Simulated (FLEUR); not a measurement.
HgTe (Coloradoite): equation of state with r2SCAN

HgTe (Coloradoite):

```
Hg Te
1.0
     0.00000    3.21450    3.21450
     3.21450    0.00000    3.21450
     3.21450    3.21450    0.00000
Hg Te
1 1
Direct
  0.00000 0.00000 0.00000
  0.75000 0.75000 0.75000
```

| Item | Value |
| --- | --- |
| Program | FLEUR MaX-R8.1 (later development tree) |
| Task | equation of state |
| Functional | r2SCAN |
| Potentials or basis | all-electron |
| Basis | FLAPW |
| Kmax | 4.26 1/bohr |
| k mesh | 7 × 7 × 7 |
| Occupations | fermi-dirac, width 0.05 eV |
| Spin | no spin polarisation |
| Gmax | 13.2 1/bohr |
| Muffin-tin radii | Hg 2.3, Te 2.43 bohr |
| lmax | Hg 9, Te 10 |
| lnonsphr | Hg 9, Te 10 |
| Local orbitals a species | Hg 5, Te 6 |

```yaml
Equilibrium_volume: "35.52 Å³/atom (rough: see the caveat)"
Bulk_modulus: 43 GPa (rough)
```

Energy against volume, from the lowest point:
```
volume (Å³/atom)  energy (meV/atom)
          31.223              85.67
          31.887              58.91
          33.215              21.94
          34.544               3.28
          35.208               0.00
```

Caveat: the minimum lies outside the volumes run; the meta-GGA is that of a development version, with a GGA for the radial functions and cores and without core tails. Spin-orbit coupling is left out, which matters for the levels of Hg, Te.
